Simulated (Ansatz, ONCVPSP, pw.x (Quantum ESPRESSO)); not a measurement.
# What a changed setting does to a pw.x run (fcc Si)

Potential: optimised norm-conserving Vanderbilt (ONCV), ONCVPSP 4.0.1, LDA (Perdew-Wang 92); core [Ne], reference 3s2 3p2; waves: 3s: rc 1.95 bohr, ncon 4, nbas 8, qcut 3.9 1/bohr, 1 projector; 3p: rc 2.40 bohr, ncon 4, nbas 8, qcut 3 1/bohr, 2 projectors, debl 3.3 Ha; d scattering state at 0.16 Ha: rc 2.30 bohr, ncon 4, nbas 9, qcut 4.8 1/bohr, 2 projectors, debl 1.1 Ha; local part: polynomial inside 1.40 bohr (lpopt 5, dvloc0 -1 Ha); core correction: polynomial model core, fcfact 0.6.

The reference run (k-mesh 15³, cutoffs 55/220 Ry, Fermi–Dirac 0.01 Ry, mixing_beta 0.4, conv_thr 1e-9, no spin) gives -0.42 GPa at 13.850 Å³/atom, where all-electron LAPW gives 0.45 GPa. This run, with its own iteration cap, changes smearing to mv.

```
&control
  calculation='scf', prefix='x', pseudo_dir='./', outdir='./tmp', tstress=.true., disk_io='none'
/
&system
  ibrav=0, nat=1, ntyp=1, ecutwfc=55, ecutrho=220, nbnd=9,
  occupations='smearing', smearing='mv', degauss=0.01
/
&electrons
  conv_thr=1e-09, mixing_beta=0.4, electron_maxstep=50
/
ATOMIC_SPECIES
Si 1.0 Si.UPF
CELL_PARAMETERS angstrom
  0.00000000 1.90607474 1.90607474
  1.90607474 0.00000000 1.90607474
  1.90607474 1.90607474 0.00000000
ATOMIC_POSITIONS crystal
Si 0.0000 0.0000 0.0000
K_POINTS automatic
15 15 15 0 0 0
```

```bash
pw.x < Si.scf.in > Si.scf.out
```

**Question.** How does the run end?

**Answer.** It converges in 6 iterations; the free energy moves by +14.8 meV/atom and the pressure by -0.14 GPa. This scheme is built to cancel the term in the square of the width that Fermi–Dirac smearing leaves in the F of a metal.

```
Message from routine setup:
     using ibrav=0 with symmetry is DISCOURAGED, use correct ibrav instead
     lattice parameter (alat)  =       5.0939  a.u.
     unit-cell volume          =      93.4644 (a.u.)^3
     number of electrons       =         4.00
     number of Kohn-Sham states=            9
     kinetic-energy cutoff     =      55.0000  Ry
     charge density cutoff     =     220.0000  Ry
     scf convergence threshold =      1.0E-09
     Exchange-correlation= SLA  PW   NOGX NOGC
     number of k points=   120  Marzari-Vanderbilt smearing, width (Ry)=  0.0100
     iteration #  1     ecut=    55.00 Ry     beta= 0.40
     total energy              =     -10.96516274 Ry
     estimated scf accuracy    <       0.00446926 Ry
     iteration #  2     ecut=    55.00 Ry     beta= 0.40
     total energy              =     -10.96458398 Ry
     estimated scf accuracy    <       0.00125854 Ry
     iteration #  3     ecut=    55.00 Ry     beta= 0.40
     total energy              =     -10.96468236 Ry
     estimated scf accuracy    <       0.00000559 Ry
     iteration #  4     ecut=    55.00 Ry     beta= 0.40
     total energy              =     -10.96468697 Ry
     estimated scf accuracy    <       0.00000003 Ry
     iteration #  5     ecut=    55.00 Ry     beta= 0.40
     total energy              =     -10.96468698 Ry
     estimated scf accuracy    <          6.2E-09 Ry
     iteration #  6     ecut=    55.00 Ry     beta= 0.40
     the Fermi energy is    11.0743 ev
!    total energy              =     -10.96468698 Ry
     estimated scf accuracy    <          7.1E-11 Ry
     smearing contrib. (-TS)   =      -0.00001235 Ry
     The total energy is F=E-TS. E is the sum of the following terms:
     one-electron contribution =       4.93257322 Ry
     hartree contribution      =       0.02844438 Ry
     xc contribution           =      -5.74265176 Ry
     ewald contribution        =     -10.18304047 Ry
     convergence has been achieved in   6 iterations
          total   stress  (Ry/bohr**3)                   (kbar)     P=       -5.55
     Message from routine punch:
     Nothing written, as per user request (disk_io='none')
```

The run took about 10 s on one core of a shared host (Intel(R) Xeon(R) Platinum 8259CL CPU @ 2.50GHz, 48 threads, 187 GiB, load 27).
